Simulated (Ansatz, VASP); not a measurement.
## Cross-check of Si55C53 (Si_C2) between VASP and Ansatz

One calculation is typed for both programs; each brings its own data sets. How far apart do they land? Of the first pair: The structure shown is the start of the Ansatz relaxation below; VASP solves that cell, so the two are compared at the walk's first step.

Calculated with Ansatz 0.2.0; plane waves, with VASP 6.6.1 beside it; single point at r2SCAN.

**1. Set-up**

The cell holds 108 atoms: 55 Si and 53 C. Its edges and angles: a = 9.236 Å, b = 9.236 Å, c = 15.108 Å, α = 90.0°, β = 90.0°, γ = 120.0°. It derives from SiC (SiC (P6_3mc)). Nearest the centre at fractional (0.667, 0.667, 0.374): Si55 at 0.05 Å, Si50 at 1.84 Å, Si26 at 1.89 Å, Si53 at 1.91 Å, Si32 at 1.92 Å, C93 at 3.06 Å, C87 at 3.06 Å, C81 at 3.07 Å. The cell carries charge +2.

**2. Ansatz: relaxation, r2SCAN**

Ansatz runs on its PAW soft_1 files.

The two programs are compared at the cell with which this relaxation starts, whose forces are those of its first step.

Contents of input.yaml:

```yaml
crystal:
  lattice:
    - [9.23599493, 0.0, 0.0]
    - [-4.61799746, 7.99860624, 0.0]
    - [0.0, 0.0, 15.1078644]
  atoms:
    - { symbol: Si, position: [0.11111111, 0.22222222, 0.8329854] }
    - { symbol: Si, position: [0.22222222, 0.11111111, 0.3329854] }
[... 2 atom lines left out ...]
    - { symbol: Si, position: [0.0, 0.0, 0.49972248] }
[... 2 atom lines left out ...]
    - { symbol: C, position: [0.0, 0.0, 0.37436694] }
[... 5 atom lines left out ...]
    - { symbol: Si, position: [0.22222222, 0.44444444, 0.3329854] }
[... 1 atom line left out ...]
    - { symbol: Si, position: [0.11111111, 0.55555556, 0.16650102] }
    - { symbol: Si, position: [0.0, 0.33333333, 0.49972248] }
[... 2 atom lines left out ...]
    - { symbol: C, position: [0.0, 0.33333333, 0.37436694] }
[... 1 atom line left out ...]
    - { symbol: C, position: [0.22222222, 0.44444444, 0.20799668] }
[... 3 atom lines left out ...]
    - { symbol: Si, position: [0.22222222, 0.77777778, 0.3329854] }
    - { symbol: Si, position: [0.22222222, 0.77777778, 0.66650102] }
    - { symbol: Si, position: [0.11111111, 0.88888889, 0.16650102] }
    - { symbol: Si, position: [0.0, 0.66666667, 0.49972248] }
[... 2 atom lines left out ...]
    - { symbol: C, position: [0.0, 0.66666667, 0.37436694] }
    - { symbol: C, position: [0.11111111, 0.88888889, 0.70799668] }
    - { symbol: C, position: [0.22222222, 0.77777778, 0.20799668] }
    - { symbol: C, position: [0.22222222, 0.77777778, 0.54152848] }
[... 2 atom lines left out ...]
    - { symbol: Si, position: [0.55555556, 0.11111111, 0.3329854] }
[... 2 atom lines left out ...]
    - { symbol: Si, position: [0.33333333, 0.0, 0.49972248] }
[... 2 atom lines left out ...]
    - { symbol: C, position: [0.33333333, 0.0, 0.37436694] }
[... 1 atom line left out ...]
    - { symbol: C, position: [0.55555556, 0.11111111, 0.20799668] }
    - { symbol: C, position: [0.55555556, 0.11111111, 0.54152848] }
[... 2 atom lines left out ...]
    - { symbol: Si, position: [0.55555556, 0.44444444, 0.3329854] }
    - { symbol: Si, position: [0.55555556, 0.44444444, 0.66650102] }
    - { symbol: Si, position: [0.44444444, 0.55555556, 0.16650102] }
    - { symbol: Si, position: [0.33333333, 0.33333333, 0.49972248] }
[... 1 atom line left out ...]
    - { symbol: C, position: [0.33333333, 0.33333333, 0.87436694] }
[... 1 atom line left out ...]
    - { symbol: C, position: [0.44444444, 0.55555556, 0.70799668] }
[... 7 atom lines left out ...]
    - { symbol: Si, position: [0.33333333, 0.66666667, 0.49972248] }
    - { symbol: Si, position: [0.33333333, 0.66666667, 0.99972248] }
[... 2 atom lines left out ...]
    - { symbol: C, position: [0.44444444, 0.88888889, 0.70799668] }
[... 11 atom lines left out ...]
    - { symbol: C, position: [0.77777778, 0.22222222, 0.70799668] }
[... 1 atom line left out ...]
    - { symbol: C, position: [0.88888889, 0.11111111, 0.54152848] }
    - { symbol: C, position: [0.77777778, 0.22222222, 0.04152848] }
    - { symbol: Si, position: [0.77777778, 0.55555556, 0.8329854] }
[... 1 atom line left out ...]
    - { symbol: Si, position: [0.88888889, 0.44444444, 0.66650102] }
[... 1 atom line left out ...]
    - { symbol: Si, position: [0.66666667, 0.33333333, 0.49972248] }
    - { symbol: Si, position: [0.66666667, 0.33333333, 0.99972248] }
[... 2 atom lines left out ...]
    - { symbol: C, position: [0.77777778, 0.55555556, 0.70799668] }
[... 1 atom line left out ...]
    - { symbol: C, position: [0.88888889, 0.44444444, 0.54152848] }
    - { symbol: C, position: [0.77777778, 0.55555556, 0.04152848] }
[... 2 atom lines left out ...]
    - { symbol: Si, position: [0.88888889, 0.77777778, 0.66650102] }
[... 1 atom line left out ...]
    - { symbol: Si, position: [0.66666667, 0.66666667, 0.49972248] }
    - { symbol: Si, position: [0.66666667, 0.66666667, 0.99972248] }
[... 3 atom lines left out ...]
    - { symbol: C, position: [0.88888889, 0.77777778, 0.20799668] }
    - { symbol: C, position: [0.88888889, 0.77777778, 0.54152848] }
    - { symbol: C, position: [0.77777778, 0.88888889, 0.04152848] }
  host:
    repeats: [3, 3, 1]
    atoms:
      - { symbol: Si, position: [0.33333333, 0.66666667, 0.8329854] }
      - { symbol: Si, position: [0.66666667, 0.33333333, 0.3329854] }
      # ... 10 more atoms of the perfect host
total_charge: 2
basis:
  ecutwfc: 500
  xc_grid: 2
hamiltonian:
  xc: r2scan
  pseudopotentials: { kind: paw, azcp: { folder: soft_1 } }
kpoints:
  mp_grid: { grid: [1, 1, 1], shift: [0.25, 0.25, 0.25] }
scf:
  occupations: { method: fixed }
  max_iter: 100
output:
  forces: true
  charged_corrections:
    epsilon: [7.09, 7.09, 7.35]
    static_epsilon: [10.43, 10.43, 10.95]
    defect_position: [0.666667, 0.666667, 0.374367]
relax:
  f_tol: 0.02
  max_steps: 80
  random_displacement: { amplitude: 0.05, seed: 249 }
checkpoint:
  write: "../qp2.relax.run"
  compress: false
  write_wavefunctions: true
  write_every: 100000
```

Run with:

```
> ansatz run input.yaml --threads 8 --pin off --max-ram 15073MiB --backend cpu --events-out ev --progress --plain --runs-dir out
```

Numbers of over 12 decimals in the logs are rounded to 6 here.

What it wrote:

```text
Engine: ansatz 0.2.0, aarch64-unknown-linux-gnu
Pseudopotentials: kind: paw
Pseudopotential: Si, paw, valence charge 4, recommended cutoff 500 eV (meta_gga), soft_1/Si.paw.azcp
Pseudopotential: C, paw, valence charge 4, recommended cutoff 500 eV (meta_gga), soft_1/C.paw.azcp
Functional definition: r2SCAN
  parameter k0 = 0.174
  parameter k1 = 0.065
  parameter a1 = 4.9479
  exchange = r2scan_x(k0 = k0, k1 = k1, a1 = a1)
  correlation = r2scan_c
Crystal: 108 atoms, lattice volume = 1116.095 Å³
Basis set: ecut = 500 eV, 28399 PW (Γ), exchange–correlation on 144×144×240 points (8 copies of the dense FFT grid, shifted against one another)
Bands: 323, of which v1, the nominal top of the filled ones, is band 215 counted from 1 (214 counted from 0)
Symmetry: 1 space group operations
k-points: 1
Non-local potential: Si, projectors of the file, l = 0: 2, l = 1: 2, l = 2: 1
Non-local potential: C, projectors of the file, l = 0: 2, l = 1: 2, l = 2: 1
PAW form: soft (Blöchl's): semilocal exchange-correlation on the pseudo side does not see the compensation charge
PAW frozen core: Si, regenerated for the run's functional (the file was generated under x = pbe(κ = 0.804, μ = 0.219515), c = pbe(β = 0.066725))
PAW frozen core: C, regenerated for the run's functional (the file was generated under x = pbe(κ = 0.804, μ = 0.219515), c = pbe(β = 0.066725))
PAW one-centre angular grid: Si, 302 points (default); XC on 160 Gauss nodes
PAW one-centre angular grid: C, 302 points (default); XC on 219 of its mesh's 2255 points in the sphere
Initial density: superposition of atomic densities (chi_scale 0.1, normalization cell, long waves kept (reshape's long-wave potential 0.26 eV rms))
Initial wavefunctions: pseudopotential atomic-orbital guess
Functional: x = r2scan, c = r2scan; τ floored in thin density (d = 2e-4 eV/Å³)
SCF iter   1: F=—  HF=-48587.954953 eV  |F-HF|=—  |Δ(HF+E_count)|=         —  Δρ=1.32e-1  dr2=2.41e2  dr2_τ=2.65e1  ethr=3.10e-3  ⟨swp⟩=6.0  Hψ=1115  notcnv=0  defer=105
preconditioner: auto → Resta (q_TF=auto, 2.327 Å⁻¹)  ε∞=3.9  [insulator: Δε(μ)=0.072 eV  Ē_g=13.546 eV  n_scr=244 (ndim 8)  ℏωp=23.0 eV  f_vac=0.000  ε∞_Penn≈3.9]
SCF iter   2: F=—  HF=-48528.264872 eV  |F-HF|=—  |Δ(HF+E_count)|=    5.97e1  Δρ=4.93e-2  dr2=2.65e1  dr2_τ=2.66e0  ethr=3.10e-3  ⟨swp⟩=4.0  Hψ=678  notcnv=0  defer=105
SCF iter   3: F=—  HF=-48529.446789 eV  |F-HF|=—  |Δ(HF+E_count)|=    1.18e0  Δρ=1.91e-2  dr2=3.82e0  dr2_τ=1.24e-1  ethr=3.10e-3  ⟨swp⟩=3.0  Hψ=431  notcnv=0  defer=105
SCF iter   4: F=—  HF=-48530.203893 eV  |F-HF|=—  |Δ(HF+E_count)|=   7.57e-1  Δρ=8.65e-3  dr2=4.87e0  dr2_τ=8.81e-2  ethr=8.89e-4  ⟨swp⟩=4.0  Hψ=341  notcnv=0  defer=105
SCF iter   5: F=—  HF=-48529.820401 eV  |F-HF|=—  |Δ(HF+E_count)|=   3.83e-1  Δρ=2.57e-3  dr2=1.41e-1  dr2_τ=5.95e-3  ethr=8.89e-4  ⟨swp⟩=3.0  Hψ=337  notcnv=0  defer=106
SCF iter   6: F=—  HF=-48529.809061 eV  |F-HF|=—  |Δ(HF+E_count)|=   1.13e-2  Δρ=1.20e-3  dr2=2.02e-2  dr2_τ=4.26e-4  ethr=3.27e-5  ⟨swp⟩=3.0  Hψ=348  notcnv=0  defer=106
SCF iter   7: F=—  HF=-48529.809503 eV  |F-HF|=—  |Δ(HF+E_count)|=   4.42e-4  Δρ=4.12e-4  dr2=6.55e-3  dr2_τ=1.79e-4  ethr=4.70e-6  ⟨swp⟩=3.0  Hψ=386  notcnv=0  defer=106
SCF iter   8: F=—  HF=-48529.808746 eV  |F-HF|=—  |Δ(HF+E_count)|=   7.57e-4  Δρ=1.89e-4  dr2=2.04e-3  dr2_τ=4.20e-5  ethr=1.52e-6  ⟨swp⟩=2.0  Hψ=344  notcnv=0  defer=106
SCF iter   9: F=—  HF=-48529.808583 eV  |F-HF|=—  |Δ(HF+E_count)|=   1.63e-4  Δρ=7.39e-5  dr2=1.54e-4  dr2_τ=2.75e-6  ethr=4.75e-7  ⟨swp⟩=2.0  Hψ=254  notcnv=0  defer=106
SCF iter  10: F=-48529.808565 eV  HF=-48529.808570 eV  |F-HF|=4.97e-6  |Δ(HF+E_count)|=   1.30e-5  Δρ=2.41e-5  dr2=8.96e-6  dr2_τ=4.66e-7  ethr=2.33e-9  ⟨swp⟩=4.0  Hψ=1127  notcnv=0
SCF 1 converged in 10 iterations: F = -48529.808565 eV  dr2 = 8.96e-6
  greatest PAW one-centre occupation: 0.781 electrons in one spin orbital (limit 2), on the Si atom at site 103 (counted from 0), in its partial waves of l = 0
relax step   1: F+E_penalty+E_count = -48529.80856469 eV  Δ(F+E_penalty+E_count) = +0.000e0 eV  max|allowed force component| = 1.148e1 eV/Å  Δτ_max = 0.0000 Å  (10 SCF iters, dr2 threshold 1.00e-5 eV, accepted)
Initial density: handed on by an earlier stage of this run
Initial wavefunctions: those handed on with the density
iter 1 solved again at ethr=1.14e-3 eV; its pass at ethr=3.10e-3 eV (dr2=4.92e0 eV) is discarded
SCF iter   1: F=—  HF=-48536.800826 eV  |F-HF|=—  |Δ(HF+E_count)|=         —  Δρ=1.07e-2  dr2=4.67e0  dr2_τ=3.68e-1  ethr=1.14e-3  ⟨swp⟩=1.0  Hψ=1133  notcnv=0  defer=102
preconditioner: auto → Resta (q_TF=auto, 2.327 Å⁻¹)  ε∞=4.2  [insulator: Δε(μ)=0.079 eV  Ē_g=12.805 eV  n_scr=244 (ndim 8)  ℏωp=23.0 eV  f_vac=0.000  ε∞_Penn≈4.2]
SCF iter   2: F=—  HF=-48536.839054 eV  |F-HF|=—  |Δ(HF+E_count)|=   3.82e-2  Δρ=6.71e-3  dr2=2.40e0  dr2_τ=4.50e-2  ethr=1.09e-3  ⟨swp⟩=3.0  Hψ=389  notcnv=0  defer=105
[...]
- { symbol: Si, position: [0.222173, 0.110820, 0.668087] }
    - { symbol: Si, position: [0.111298, 0.221752, 0.165463] }
    - { symbol: Si, position: [0.000329738, 0.000778811, 0.501332] }
    - { symbol: Si, position: [0.00114898, -0.000279001, 0.998839] }
    - { symbol: C, position: [0.00117626, -0.000504955, 0.874598] }
    - { symbol: C, position: [0.00464838, 0.00663476, 0.375184] }
    - { symbol: C, position: [0.111338, 0.221981, 0.708288] }
    - { symbol: C, position: [0.222792, 0.110375, 0.207312] }
    - { symbol: C, position: [0.222007, 0.110934, 0.542656] }
    - { symbol: C, position: [0.111722, 0.221541, 0.041534] }
    - { symbol: Si, position: [0.111532, 0.554703, 0.833229] }
    - { symbol: Si, position: [0.219021, 0.442338, 0.332284] }
    - { symbol: Si, position: [0.222016, 0.444333, 0.667551] }
    - { symbol: Si, position: [0.110387, 0.554258, 0.165586] }
    - { symbol: Si, position: [-0.000942789, 0.334025, 0.500489] }
    - { symbol: Si, position: [0.000688538, 0.332525, 0.999331] }
    - { symbol: C, position: [0.000927039, 0.332421, 0.874574] }
    - { symbol: C, position: [-0.00154331, 0.334647, 0.374774] }
    - { symbol: C, position: [0.111149, 0.555169, 0.708303] }
    - { symbol: C, position: [0.221663, 0.443885, 0.208198] }
    - { symbol: C, position: [0.221661, 0.444528, 0.541659] }
    - { symbol: C, position: [0.111433, 0.554781, 0.041639] }
    - { symbol: Si, position: [0.112374, 0.888465, 0.834163] }
    - { symbol: Si, position: [0.220966, 0.780662, 0.331671] }
    - { symbol: Si, position: [0.222090, 0.778023, 0.668319] }
    - { symbol: Si, position: [0.114594, 0.890476, 0.161898] }
    - { symbol: Si, position: [-0.00066836, 0.667699, 0.501978] }
    - { symbol: Si, position: [0.000682537, 0.665454, 0.998932] }
    - { symbol: C, position: [0.00101313, 0.665604, 0.874596] }
    - { symbol: C, position: [0.00152631, 0.667111, 0.375440] }
    - { symbol: C, position: [0.112941, 0.889498, 0.710109] }
    - { symbol: C, position: [0.222892, 0.777634, 0.207538] }
    - { symbol: C, position: [0.221718, 0.778467, 0.542605] }
    - { symbol: C, position: [0.113574, 0.888925, 0.039364] }
    - { symbol: Si, position: [0.445115, 0.221085, 0.834327] }
    - { symbol: Si, position: [0.552172, 0.111801, 0.331591] }
    - { symbol: Si, position: [0.555284, 0.110899, 0.668350] }
    - { symbol: Si, position: [0.442535, 0.218351, 0.161908] }
    - { symbol: Si, position: [0.332570, 0.000316553, 0.501241] }
    - { symbol: Si, position: [0.334200, -0.000832003, 0.997607] }
    - { symbol: C, position: [0.334449, -0.00100826, 0.874527] }
    - { symbol: C, position: [0.332639, 0.000415217, 0.374961] }
    - { symbol: C, position: [0.443673, 0.220073, 0.710080] }
    - { symbol: C, position: [0.555468, 0.110258, 0.207531] }
    - { symbol: C, position: [0.554621, 0.111243, 0.542519] }
    - { symbol: C, position: [0.444452, 0.219882, 0.039438] }
    - { symbol: Si, position: [0.444729, 0.554766, 0.834128] }
    - { symbol: Si, position: [0.533932, 0.412790, 0.323978] }
[...]
- { symbol: Si, position: [0.667900, 0.332615, 0.998981] }
[...]
- { symbol: C, position: [0.888445, 0.444586, 0.208195] }
    - { symbol: C, position: [0.888112, 0.445026, 0.541797] }
    - { symbol: C, position: [0.778364, 0.554939, 0.041028] }
    - { symbol: Si, position: [0.778613, 0.888701, 0.834083] }
    - { symbol: Si, position: [0.919731, 0.798698, 0.323993] }
    - { symbol: Si, position: [0.891644, 0.779538, 0.670960] }
    - { symbol: Si, position: [0.781021, 0.891382, 0.164283] }
    - { symbol: Si, position: [0.664992, 0.667462, 0.520957] }
    - { symbol: Si, position: [0.667405, 0.665890, 0.999312] }
    - { symbol: C, position: [0.667488, 0.665895, 0.874800] }
    - { symbol: Si, position: [0.668905, 0.664531, 0.377368] }
    - { symbol: C, position: [0.778047, 0.889208, 0.709523] }
    - { symbol: C, position: [0.894617, 0.780742, 0.202733] }
    - { symbol: C, position: [0.893667, 0.781427, 0.546602] }
    - { symbol: C, position: [0.778639, 0.888729, 0.040940] }
```

**3. VASP: single point, r2SCAN, start cell, pair 1**

The same cell, functional and mesh now go to VASP, with its own data sets.

Lines of VASP's logs that name or quote its potential files are left out, and so is its time.

Contents of INCAR:

```
SYSTEM = Si55C53
PREC = Accurate
ENCUT = 580
EDIFF = 1E-06
NELM = 120
ISMEAR = 0
SIGMA = 0.01
LREAL = Auto
ALGO = Normal
METAGGA = R2SCAN
LASPH = .TRUE.
NELECT = 430
NBANDS = 296
LORBIT = 11
LWAVE = .FALSE.
LCHARG = .FALSE.
ISIF = 2
ISYM = 0
GGA_COMPAT = .FALSE.
EFERMI = MIDGAP
LMIXTAU = .TRUE.
NCORE = 2
```

Contents of POSCAR:

```
Si55C53
1.0
    9.2359949282      0.0000000000      0.0000000000
   -4.6179974641      7.9986062370      0.0000000000
    0.0000000000      0.0000000000     15.1078644027
Si C
55 53
Direct
    0.1158762256      0.2217011249      0.8317863905
    0.2283805074      0.1132638579      0.3330319141
[... 2 atom lines left out ...]
    0.9965653555      0.0012682209      0.4976451866
[... 2 atom lines left out ...]
    0.2223575019      0.4454020981      0.3297216514
[... 5 atom lines left out ...]
    0.2281748238      0.7791311155      0.3327939586
[... 1 atom line left out ...]
    0.1151594586      0.8886887027      0.1686246932
    0.9996426329      0.6686853736      0.4967037564
[... 2 atom lines left out ...]
    0.5605158877      0.1132512307      0.3349886433
[... 1 atom line left out ...]
    0.4429901461      0.2266793672      0.1659395354
[... 3 atom lines left out ...]
    0.5572487773      0.4417793420      0.3353391892
    0.5545765619      0.4473199322      0.6690411517
    0.4384109894      0.5539426331      0.1666134890
    0.3280256825      0.3291520950      0.4982444109
[... 2 atom lines left out ...]
    0.5567373881      0.7833814810      0.3319034952
    0.5548518152      0.7784773766      0.6697260930
    0.4472486347      0.8873785994      0.1688630459
    0.3339254638      0.6704278022      0.5022459030
[... 2 atom lines left out ...]
    0.8917594985      0.1157279122      0.3351899954
[... 2 atom lines left out ...]
    0.6711178639      0.0004261993      0.5017692639
[... 2 atom lines left out ...]
    0.8864542484      0.4396362186      0.3308705894
[... 1 atom line left out ...]
    0.7818636687      0.5554881524      0.1643540698
    0.6682744932      0.3385683605      0.5014226232
[... 2 atom lines left out ...]
    0.8828638650      0.7735171374      0.3334276682
    0.8934109515      0.7783997381      0.6685545839
    0.7813556343      0.8866513477      0.1653583149
    0.6703960455      0.6647910701      0.5010738645
[... 1 atom line left out ...]
    0.6652083242      0.6696880483      0.3766252363
[... 1 atom line left out ...]
    0.0006861470      0.0057237472      0.3743958676
[... 7 atom lines left out ...]
    0.2219517538      0.4497168498      0.2079368676
    0.2169820864      0.4392216464      0.5423796363
[... 2 atom lines left out ...]
    0.0044900535      0.6705712022      0.3722998731
[... 11 atom lines left out ...]
    0.3371166685      0.3318065575      0.3759712060
[... 1 atom line left out ...]
    0.5587277989      0.4416908265      0.2090424507
    0.5513580403      0.4383659973      0.5418370050
    0.4439061580      0.5586822088      0.0440901495
[... 1 atom line left out ...]
    0.3343634822      0.6649227181      0.3714092112
[... 1 atom line left out ...]
    0.5612111547      0.7824790738      0.2071748142
    0.5549270612      0.7751259177      0.5444949584
[... 2 atom lines left out ...]
    0.6681843680      0.9987424059      0.3773313586
[... 1 atom line left out ...]
    0.8887167693      0.1136184196      0.2109002911
    0.8854441560      0.1131362106      0.5399862471
[... 2 atom lines left out ...]
    0.6716744219      0.3327807272      0.3750244806
[... 1 atom line left out ...]
    0.8830027408      0.4406292666      0.2089751348
    0.8890447063      0.4474574562      0.5387488121
[... 3 atom lines left out ...]
    0.8891499434      0.7817218169      0.2056517663
    0.8834551299      0.7730208010      0.5425874089
    0.7743935304      0.8844354617      0.0393164106
```

Contents of KPOINTS:

```
Points of the shifted mesh
1
Reciprocal
 0.2500000000  0.2500000000  0.2500000000 1
```

Potentials, in the order of the species: Si and C (PBE family, release 64).

Run with:

```
> mpirun -np 8 vasp_std
```

What it wrote:

```text
[banner, memory and clock lines left out]
running    8 mpi-ranks, on    1 nodes
[...]
|                                                                             |
|               ----> ADVICE to this user running VASP <----                  |
|                                                                             |
|     You enforced a specific xc type in the INCAR file but a different       |
|     [... a line on the potential file left out ...]
|     I HOPE YOU KNOW WHAT YOU ARE DOING!                                     |
|                                                                             |

 LDA part: xc-table for (None), standard interpolation
 POSCAR, INCAR and KPOINTS ok, starting setup
[...]
entering main loop
       N       E                     dE             d eps       ncg     rms          rms(c)
DAV:   1     0.118145497088E+04    0.11815E+04   -0.21638E+05   592   0.148E+03
DAV:   2    -0.104141902248E+04   -0.22229E+04   -0.21037E+04   712   0.253E+02
DAV:   3    -0.120155783709E+04   -0.16014E+03   -0.15807E+03   728   0.620E+01
DAV:   4    -0.120521677561E+04   -0.36589E+01   -0.36427E+01   712   0.102E+01
DAV:   5    -0.120532025818E+04   -0.10348E+00   -0.10328E+00   720   0.160E+00BRMIX: very serious problems
 the old and the new charge density differ
 old charge density:   432.00000 new  430.00000
    0.672E+01
DAV:   6    -0.110883888506E+04    0.96481E+02   -0.27416E+02   664   0.225E+01    0.386E+01
DAV:   7    -0.104981051548E+04    0.59028E+02   -0.18575E+01   712   0.792E+00    0.154E+01
DAV:   8    -0.110231146169E+04   -0.52501E+02   -0.14893E+01   624   0.758E+00    0.103E+01
DAV:   9    -0.107337719348E+04    0.28934E+02   -0.44444E+00   640   0.444E+00    0.472E+00
[...]
DAV:  25    -0.105049115794E+04   -0.50470E-05   -0.24962E-06   408   0.413E-03    0.102E-02
DAV:  26    -0.105049116407E+04   -0.61293E-05   -0.28120E-06   408   0.434E-03    0.493E-03
DAV:  27    -0.105049116461E+04   -0.54164E-06   -0.39344E-07   344   0.132E-03
   1 F= -.10504912E+04 E0= -.10504912E+04  d E =-.129358E-17
```

Parts of OUTCAR (step 3):

```text
  FREE ENERGIE OF THE ION-ELECTRON SYSTEM (eV)
  ---------------------------------------------------
  free  energy   TOTEN  =     -1050.4911646125 eV

  energy  without entropy=    -1050.4911646125  energy(sigma->0) =    -1050.49116461
```

The cell is charged against a uniform background.

The run ends at a pressure of 1.31 GPa, with forces up to 13 eV/Å.

(Continued in part 2 of 2.)

[Lines on the potential files, build, host, timing and source positions are cut from VASP's logs without a mark.]

[Logs are printed without paths, hosts, clocks, repeated set-up lines and the standing remarks that a program may print on its own settings, such as how far it seeks lower states.]

[Hosts, paths, dates, database ids (printed as entryN), source tags and the programs' standing remarks are cut or masked in the printed files.]
